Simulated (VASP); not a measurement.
# CdSe in VASP: one cell, several levels of theory, part 2 of 2

VASP 6.6.1, plane waves, PAW. The steps go on from the part before.

## 3. r2SCAN at this geometry

The input, INCAR:

```
ENCUT = 520.000000
SIGMA = 0.010000
EDIFF = 1.00e-07
ALGO = Normal
METAGGA = R2SCAN
PREC = Accurate
IBRION = -1
ISIF = 2
ISMEAR = 0
NBANDS = 16
NELM = 120
NSW = 0
LASPH = .TRUE.
LCHARG = .TRUE.
LELF = .TRUE.
LWAVE = .FALSE.
LREAL = .FALSE.
```

The input, KPOINTS:

```
KPOINTS created by Atomic Simulation Environment
0
Gamma
8 8 8
0 0 0
```

The input, KPOINTS_OPT:

```
special points
6
Reciprocal
0.0000000000 0.0000000000 0.0000000000 1
-0.5000000000 -0.5000000000 0.0000000000 1
-0.3750000000 -0.3750000000 0.2500000000 1
-0.3750000000 0.0000000000 0.3750000000 1
0.0000000000 0.0000000000 0.5000000000 1
-0.5000000000 -0.2500000000 0.2500000000 1
```

The input, POSCAR:

```
Cd Se
 1.0000000000000000
     0.0000000000000000    3.1291365846999999    3.1291365846999999
     3.1291365846999999    0.0000000000000000    3.1291365846999999
     3.1291365846999999    3.1291365846999999    0.0000000000000000
 Cd  Se
   1   1
Cartesian
  0.0000000000000000  0.0000000000000000  0.0000000000000000
  1.5645682923499997  1.5645682923499997  1.5645682923499997
```

Command:

```bash
$ mpirun -np 1 vasp_std
```

Printed to the terminal (iteration lines stand in OSZICAR):

```text
POSCAR found type information on POSCAR CdSe
 POSCAR found :  2 types and       2 ions
 -----------------------------------------------------------------------------
|                                                                             |
|                                                                             |
|     You enforced a specific xc type in the INCAR file but a different       |
|     I HOPE YOU KNOW WHAT YOU ARE DOING!                                     |
|                                                                             |
 -----------------------------------------------------------------------------

 LDA part: xc-table for (None), standard interpolation
 POSCAR, INCAR and KPOINTS ok, starting setup
 FFT: planning ... GRIDC
 FFT: planning ... GRID_SOFT
 FFT: planning ... GRID
 WAVECAR not read
 entering main loop
 Start KPOINTS_OPT (optional k-point list driver)
k-point batch [1-6\6]
```

OSZICAR:

```text
N       E                     dE             d eps       ncg     rms          rms(c)
DAV:   1     0.732631802681E+02    0.73263E+02   -0.88030E+03   936   0.102E+03
DAV:   2    -0.365664145365E+02   -0.10983E+03   -0.10389E+03  1088   0.248E+02
DAV:   3    -0.407895223189E+02   -0.42231E+01   -0.42144E+01  1080   0.511E+01
DAV:   4    -0.408062637581E+02   -0.16741E-01   -0.16741E-01  1192   0.333E+00
DAV:   5    -0.408063757301E+02   -0.11197E-03   -0.11197E-03  1136   0.236E-01    0.489E+00
DAV:   6    -0.359038034074E+02    0.49026E+01   -0.31135E+00   976   0.231E+01    0.687E+00
DAV:   7    -0.358690409281E+02    0.34762E-01   -0.21141E-01  1120   0.460E+00    0.400E+00
DAV:   8    -0.358832728820E+02   -0.14232E-01   -0.74196E-02  1128   0.279E+00    0.778E-01
DAV:   9    -0.358884230861E+02   -0.51502E-02   -0.83598E-03  1176   0.725E-01    0.239E-01
DAV:  10    -0.358884958237E+02   -0.72738E-04   -0.25750E-03  1216   0.491E-01    0.136E-01
DAV:  11    -0.358884366733E+02    0.59150E-04   -0.13389E-04  1032   0.157E-01    0.691E-02
DAV:  12    -0.358884230798E+02    0.13594E-04   -0.18392E-04  1136   0.155E-01    0.223E-02
DAV:  13    -0.358884206814E+02    0.23984E-05   -0.59290E-06  1064   0.336E-02    0.592E-03
DAV:  14    -0.358884200180E+02    0.66336E-06   -0.10774E-06  1088   0.116E-02    0.558E-04
DAV:  15    -0.358884199943E+02    0.23676E-07   -0.73868E-08   656   0.304E-03
   1 F= -.35888420E+02 E0= -.35888420E+02  d E =-.337539E-20
       N       E                     dE             ncg
DAV:   1     0.841111611478E+03   -0.29165E+04      200
DAV:   2     0.191970056743E+03   -0.64914E+03      240
DAV:   3     0.167794509423E+03   -0.24176E+02      216
DAV:   4     0.167693512266E+03   -0.10100E+00      264
DAV:   5     0.167692804354E+03   -0.70791E-03      216
DAV:   6     0.167692794564E+03   -0.97897E-05      280
DAV:   7     0.167692794402E+03   -0.16239E-06      216
DAV:   8     0.167692794398E+03   -0.33467E-08      224
```

From OUTCAR:

```text
k-points           NKPTS =     29   k-points in BZ     NKDIM =     29   number of bands    NBANDS=     16

   NELECT =      18.0000    total number of electrons

   dimension x,y,z NGX =    36 NGY =   36 NGZ =   36
   dimension x,y,z NGXF=    72 NGYF=   72 NGZF=   72

  energy-cutoff  :      520.00
  volume of cell :       61.28
      direct lattice vectors                 reciprocal lattice vectors
     0.000000000  3.129136585  3.129136585    -0.159788487  0.159788487  0.159788487
     3.129136585  0.000000000  3.129136585     0.159788487 -0.159788487  0.159788487
     3.129136585  3.129136585  0.000000000     0.159788487  0.159788487 -0.159788487

 k-points in reciprocal lattice and weights: KPOINTS created by Atomic Simulation Env
   0.00000000  0.00000000  0.00000000       0.002
   0.12500000  0.00000000  0.00000000       0.016
   0.25000000  0.00000000  0.00000000       0.016
   0.37500000  0.00000000  0.00000000       0.016
   0.50000000  0.00000000  0.00000000       0.008
   0.12500000  0.12500000  0.00000000       0.012
   0.25000000  0.12500000  0.00000000       0.047
   0.37500000  0.12500000  0.00000000       0.047
[... 21 more k-points ...]

 E-fermi :   0.0606

 k-point     1 :       0.0000    0.0000    0.0000
  band No.  band energies     occupation
      1     -12.5605      2.00000
      2      -7.9237      2.00000
      3      -7.9237      2.00000
      4      -7.9237      2.00000
      5      -7.6131      2.00000
      6      -7.6131      2.00000
      7      -0.0001      2.00000
      8      -0.0001      2.00000
      9      -0.0001      2.00000
     10       0.8919      0.00000
     11       6.4557      0.00000
     12       6.4557      0.00000
     13       6.4557      0.00000
     14       9.9218      0.00000
     15      11.4488      0.00000
     16      11.4488      0.00000

 k-point     2 :       0.1250    0.0000    0.0000
  band No.  band energies     occupation
      1     -12.5158      2.00000
      2      -7.9096      2.00000
      3      -7.9096      2.00000
      4      -7.8773      2.00000
      5      -7.6136      2.00000
      6      -7.6136      2.00000
      7      -1.0638      2.00000
      8      -0.1059      2.00000
      9      -0.1059      2.00000
     10       1.8031      0.00000
     11       6.1756      0.00000
     12       6.6409      0.00000
     13       6.6409      0.00000
     14      10.6833      0.00000
     15      10.7015      0.00000
     16      10.7015      0.00000

 k-point     3 :       0.2500    0.0000    0.0000
  band No.  band energies     occupation
      1     -12.4071      2.00000
      2      -7.8785      2.00000
      3      -7.8785      2.00000
      4      -7.7293      2.00000
      5      -7.6110      2.00000
      6      -7.6110      2.00000
      7      -2.4152      2.00000
      8      -0.3423      2.00000
      9      -0.3423      2.00000
     10       2.5634      0.00000
     11       6.2630      0.00000
     12       6.9242      0.00000
     13       6.9242      0.00000
     14      10.3940      0.00000
     15      10.4634      0.00000
     16      10.4634      0.00000

 k-point     4 :       0.3750    0.0000    0.0000
  band No.  band energies     occupation
      1     -12.2974      2.00000
      2      -7.8533      2.00000
      3      -7.8532      2.00000
      4      -7.6013      2.00000
      5      -7.6013      2.00000
      6      -7.5028      2.00000
      7      -3.4955      2.00000
      8      -0.5579      2.00000
      9      -0.5579      2.00000
     10       2.7374      0.00000
     11       6.9431      0.00000
     12       6.9431      0.00000
     13       7.0698      0.00000
     14      10.0923      0.00000
     15      11.3310      0.00000
     16      11.3310      0.00000

 k-point     5 :       0.5000    0.0000    0.0000
  band No.  band energies     occupation
      1     -12.2518      2.00000
      2      -7.8449      2.00000
      3      -7.8449      2.00000
      4      -7.5947      2.00000
      5      -7.5947      2.00000
      6      -7.3694      2.00000
      7      -3.9374      2.00000
      8      -0.6423      2.00000
      9      -0.6423      2.00000
     10       2.7313      0.00000
     11       6.8926      0.00000
     12       6.8926      0.00000
     13       7.5441      0.00000
     14      10.2858      0.00000
     15      12.4987      0.00000
     16      12.4987      0.00000

 k-point     6 :       0.1250    0.1250    0.0000
  band No.  band energies     occupation
      1     -12.5010      2.00000
      2      -7.8958      2.00000
      3      -7.8958      2.00000
      4      -7.8803      2.00000
      5      -7.6214      2.00000
      6      -7.6064      2.00000
      7      -1.1040      2.00000
      8      -0.2854      2.00000
      9      -0.2854      2.00000
     10       2.1199      0.00000
     11       5.7281      0.00000
     12       6.9068      0.00000
     13       6.9068      0.00000
     14       9.5751      0.00000
     15      11.1299      0.00000
     16      11.5925      0.00000

 k-point     7 :       0.2500    0.1250    0.0000
  band No.  band energies     occupation
      1     -12.4138      2.00000
      2      -7.8738      2.00000
      3      -7.8628      2.00000
      4      -7.7737      2.00000
      5      -7.6216      2.00000
      6      -7.5999      2.00000
      7      -2.1027      2.00000
      8      -0.5615      2.00000
      9      -0.5250      2.00000
     10       2.9090      0.00000
     11       5.4679      0.00000
     12       7.1268      0.00000
     13       7.3301      0.00000
     14       9.1936      0.00000
     15      11.3937      0.00000
     16      11.7073      0.00000

 k-point     8 :       0.3750    0.1250    0.0000
  band No.  band energies     occupation
      1     -12.3047      2.00000
      2      -7.8491      2.00000
      3      -7.8344      2.00000
      4      -7.6444      2.00000
      5      -7.5927      2.00000
      6      -7.5352      2.00000
      7      -3.1692      2.00000
      8      -0.8436      2.00000
      9      -0.7674      2.00000
     10       3.2842      0.00000
     11       5.9507      0.00000
     12       7.0395      0.00000
     13       7.4346      0.00000
     14       9.9878      0.00000
     15      11.3581      0.00000
     16      11.9305      0.00000

 k-point     9 :       0.5000    0.1250    0.0000
  band No.  band energies     occupation
      1     -12.2380      2.00000
      2      -7.8351      2.00000
      3      -7.8247      2.00000
      4      -7.6146      2.00000
      5      -7.5927      2.00000
      6      -7.3593      2.00000
      7      -3.8058      2.00000
      8      -1.1083      2.00000
      9      -0.8026      2.00000
     10       3.3253      0.00000
     11       6.2360      0.00000
     12       7.2829      0.00000
     13       7.5936      0.00000
     14      10.5868      0.00000
     15      11.7658      0.00000
     16      12.5518      0.00000

 k-point    10 :      -0.3750    0.1250    0.0000
  band No.  band energies     occupation
      1     -12.2531      2.00000
      2      -7.8341      2.00000
      3      -7.8339      2.00000
      4      -7.6062      2.00000
      5      -7.6052      2.00000
      6      -7.4017      2.00000
      7      -3.6638      2.00000
      8      -1.1890      2.00000
      9      -0.6528      2.00000
     10       3.3307      0.00000
     11       6.3861      0.00000
     12       7.1699      0.00000
     13       7.3443      0.00000
     14      10.9182      0.00000
     15      11.0072      0.00000
     16      12.2669      0.00000

 k-point    11 :      -0.2500    0.1250    0.0000
  band No.  band energies     occupation
      1     -12.3410      2.00000
      2      -7.8607      2.00000
      3      -7.8478      2.00000
      4      -7.6493      2.00000
      5      -7.6199      2.00000
      6      -7.5758      2.00000
      7      -2.8460      2.00000
      8      -1.0232      2.00000
      9      -0.3887      2.00000
     10       3.1989      0.00000
     11       6.2062      0.00000
     12       6.8337      0.00000
     13       7.0683      0.00000
     14       9.8913      0.00000
     15      11.0030      0.00000
     16      11.9119      0.00000

 k-point    12 :      -0.1250    0.1250    0.0000
  band No.  band energies     occupation
      1     -12.4498      2.00000
      2      -7.8938      2.00000
      3      -7.8778      2.00000
      4      -7.8052      2.00000
      5      -7.6208      2.00000
      6      -7.6048      2.00000
      7      -1.8097      2.00000
      8      -0.5936      2.00000
      9      -0.1535      2.00000
     10       2.5550      0.00000
     11       5.9023      0.00000
     12       6.7879      0.00000
     13       6.9778      0.00000
     14       9.8576      0.00000
     15      10.5841      0.00000
     16      11.6364      0.00000

[... the tables of k-points 13 to 29 left out ...]

  Total       -0.9682952     -0.9682952     -0.9682952      0.0000000      0.0000000      0.0000000
  in kB      -25.3171501    -25.3171501    -25.3171501      0.0000000      0.0000000      0.0000000
  external PRESSURE =     -25.3171501 kB  Pullay stress =       0.0000000 kB

 POSITION                                       TOTAL-FORCE (eV/Angst)
 -----------------------------------------------------------------------------------
      0.00000      0.00000      0.00000        -0.000000     -0.000000     -0.000000
      1.56457      1.56457      1.56457         0.000000      0.000000      0.000000
 -----------------------------------------------------------------------------------
    total drift:                                0.000000      0.000000      0.000000

  FREE ENERGIE OF THE ION-ELECTRON SYSTEM (eV)
  ---------------------------------------------------
  free  energy   TOTEN  =       -35.8884199943 eV

  energy  without entropy=      -35.8884199943  energy(sigma->0) =      -35.88841999
```

It took 100 s on 1 MPI rank of Intel Xeon Platinum 8488C, shared host; peak memory 0.22 GiB.

The levels at the points of KPOINTS_OPT are read from vasprun.xml.

Band energies at the special points (eV, zero at the top of v, the last band that the electrons fill by count):

```csv
point,v−1,v,c,c+1
Γ,0.00,0.00,0.89,6.46
X,-1.61,-1.61,3.59,4.05
U,-2.21,-1.31,4.07,5.36
K,-2.21,-1.31,4.07,5.36
L,-0.64,-0.64,2.73,6.89
W,-1.97,-1.89,5.14,5.50
```

Gap with r2SCAN: 0.89 eV, direct (Γ). The pressure is -2.53 GPa; the forces vanish within 0.01 eV/Å.

## 4. Results

What follows sums up all 2 parts.

| level | gap (eV) | pressure (GPa) |
| --- | --- | --- |
| PBE | 0.43 | -1.04 |
| r2SCAN | 0.89 | -2.53 |

**Reading.** The gap spans 0.43 eV (PBE) to 0.89 eV (r2SCAN). At this one volume the pressure spans -2.5 GPa (r2SCAN) to -1.0 GPa (PBE): PBE wants the largest cell and r2SCAN the smallest.
